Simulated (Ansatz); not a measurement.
Runs of Ansatz 0.2.0 on Pt. Symmetry: P6_3/mmc, No. 194, hexagonal system. The conventional cell has a = 2.761 Å, b = 2.761 Å, c = 4.792 Å, α = 90.00°, β = 90.00°, γ = 120.00°. Pt (site symmetry -6m2) is surrounded by 12 Pt at 2.76 to 2.88 Å. This isn't the form of Pt at room conditions, which is fcc.

```tsv
task	level	cell	k mesh	cutoff (eV)	points for each segment of the path	mesh quality	gap on the mesh (eV)	relaxed volume (Å³/atom)
band structure	HSE06	as given	6 × 6 × 3	420	4	coarse	none	-
relaxation of cell and atoms	B3LYP	relaxed	6 × 6 × 3	420	-	coarse	none	16.03
single point	B3LYP	as given	6 × 6 × 3	420	-	coarse	none	-
relaxation of cell and atoms	PBEsol0	relaxed	6 × 6 × 3	420	-	coarse	none	(a)
single point	PBEsol0	as given	6 × 6 × 3	420	-	coarse	none	-
band structure	PBEsol	as given	11 × 11 × 6	420	14	not flagged	none	-
```

Alike in all rows: potentials or basis Ansatz PAW; no spin polarisation; smearing fermi-dirac 0.05 eV.

Problem. Fill in the values left out.

Solution. (a) 14.79.

Caveats: some runs use coarse meshes; the PAW data sets come from PBE, with cores solved anew for the run's functional, which leaves a small shift of forces and pressure; the potentials were made for another functional, which shifts forces and pressure (some runs); the plane-wave basis is chosen anew once the cell has moved, so the energies of steps on either side of that aren't comparable (some runs).

A k mesh can miss the band edges, and the runs leave out spin-orbit coupling on Pt.

A gap of «none» marks a metal or a gap under the smearing width.

Not every run made on this cell is shown here.
